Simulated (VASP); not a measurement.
Input of a VASP 6.6.1 run:

The input INCAR:

```
  ALGO = Fast
  EDIFF = 1E-6
  ENCUT = 520
  GGA = PE
  ISIF = 2
  ISMEAR = 0
  LASPH = True
  LCHARG = True
  LELF = True
  LREAL = False
  LVHAR = True
  LWAVE = False
  NBANDS = 42
  NELM = 100
  PREC = Accurate
  SIGMA = 0.1
```

File KPOINTS:

```
k-points
0
Gamma
  4 4 4
```

Contents of POSCAR:

```
Ta
1.0
    5.2730815089      1.5387336793     -0.0816870687
    0.7361389038      4.5896380536      0.5283530366
   -1.7231920368     -2.6193909301      4.5045765719
Ta
6
Direct
    0.8155420438      0.5132902692      0.0570528984
   -0.1841889504      0.8464329525     -0.2761740978
    0.3157334609      0.1798219813      0.8904101071
    0.8156475386      0.1798838426      0.3904954336
    0.3154917894      0.5133529529      0.5570977930
    0.3158230437      0.8464431850      0.2238173266
```

Potentials or basis: VASP PAW PBE potentials, release 64 (Ta_pv).

Command:

```console
$ cat potpaw_PBE.64/Ta_pv/POTCAR > POTCAR
$ mpirun -np 1 vasp_std > vasp.out
```

Problem. Estimate the band gap on the k mesh.

Solution. None (metal or under the smearing width).

Problem. Estimate the pressure.

Solution. 0.1 GPa.

Stress tensor (GPa, compression positive):
```
-0.03  0.19  0.04
 0.19  0.36 -0.07
 0.04 -0.07 -0.01
```

Caveat: the k mesh is coarse (spacing up to 0.39 Å⁻¹), so the values aren't converged. The run has no spin-orbit coupling, so splittings on Ta are missing.
